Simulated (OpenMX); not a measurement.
**AlN under changes of volume**

One of the cells (10.417 Å³/atom); the others are scaled copies at fixed shape and fractional positions:

```
Al N
1.0
     0.00000    2.18399    2.18399
     2.18399    0.00000    2.18399
     2.18399    2.18399    0.00000
Al N
1 1
Direct
  0.00000 0.00000 0.00000
  0.25000 0.25000 0.25000
```

Measurements of this composition are mostly on another form, of space group No. 186.

| Item | Value |
| --- | --- |
| Program | OpenMX 3.8.5 |
| Functional | PBE |
| Potentials or basis | OpenMX 2013 PBE set, Al7.0-s2p1d1, N6.0-s2p2, fixed grid of 30 × 30 × 30 points |
| k mesh | 11 × 11 × 11 |
| Occupations | fermi-dirac, width 0.05 eV |
| Spin | no spin polarisation |

```csv
volume (Å³/atom),energy over the lowest point (meV/atom),gap on the mesh (eV)
9.792,52.11,3.47
10.001,29.81,3.45
10.209,?,?
10.417,4.39,3.43
10.626,0.00,3.41
10.834,0.46,3.40
11.042,5.33,3.39
```

Q: What does the run at 10.209 Å³/atom give?

A: Energy over the lowest point 14.10 meV/atom; gap on the mesh 3.44 eV.

Worked out: A Birch-Murnaghan fit of order 3 (a polynomial in V^(-2/3)) to the other rows has its minimum at 10.71 Å³/atom with B0 = V·E''(V) = 185 GPa and B' = 4.0. It gives 14.15 meV/atom at 10.209 Å³/atom, against the run's 14.10. A straight line through the other rows of the gap, of slope -0.66 eV per unit of ln V, gives 3.44 eV, against the run's 3.44.

Energies are extrapolated to zero smearing.

Caveats: an odd mesh through Γ misses points on the zone boundary, where band edges often lie; the basis of atomic orbitals isn't converged, which shifts pressures, moduli and gaps.
